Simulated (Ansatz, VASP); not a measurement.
## One calculation of Sc, two programs

```
CELL_PARAMETERS angstrom
-1.87807 1.87807 1.68254
1.87807 -1.87807 1.68254
1.87807 1.87807 -1.68254
ATOMIC_POSITIONS crystal
Sc 0.00000 0.00000 0.00000
```

Change from the starting cell: volume scaled by 0.94.

Alike in both runs: task single point; functional LDA; k mesh 10 × 10 × 10; occupations fermi-dirac, width 0.025 eV; collinear spin; Hubbard terms Sc d U = 3.0 eV.

```csv
,VASP,Ansatz
version,VASP 6.6.1,Ansatz 0.2.0
potentials or method,"VASP PAW LDA potentials, release 64 (Sc_sv), cutoff 520 eV","all-electron LAPW, scalar-relativistic"
```

Ansatz gave:

```
gap on the k mesh at the Fermi level (eV)                     : none
pressure (GPa)                                                : 4.3
largest component of the traceless stress (GPa)               : 1.80
net moment per atom (μB)                                      : 1.15
size of the moment on the site where the two differ most (μB) : 0.89
```

Problem. What did VASP give for the same quantities?

Solution. gap on the k mesh at the Fermi level (eV): none; pressure (GPa): 3.5; largest component of the traceless stress (GPa): 1.90; net moment per atom (μB): 0.02; size of the moment on the site where the two differ most (μB): 0.01.

The net moments differ so much that the two runs ended in different magnetic states, which moves the other rows too. Site moments also hang on the region over which each program counts them. The programs project onto different local orbitals, so the same U acts differently. A gap of «none» marks a metal or a gap that the smearing closes. Ansatz ran all-electron here, so the differences hold the error of VASP's frozen core and of both bases.

Caveats: the U is typed as a test and isn't derived for this compound; the typed start of the occupations wasn't kept (Ansatz); U is the effective U less J, on atomic orbitals that reach past the spheres (Ansatz). The state reached can hang on the start; a lower one may exist.
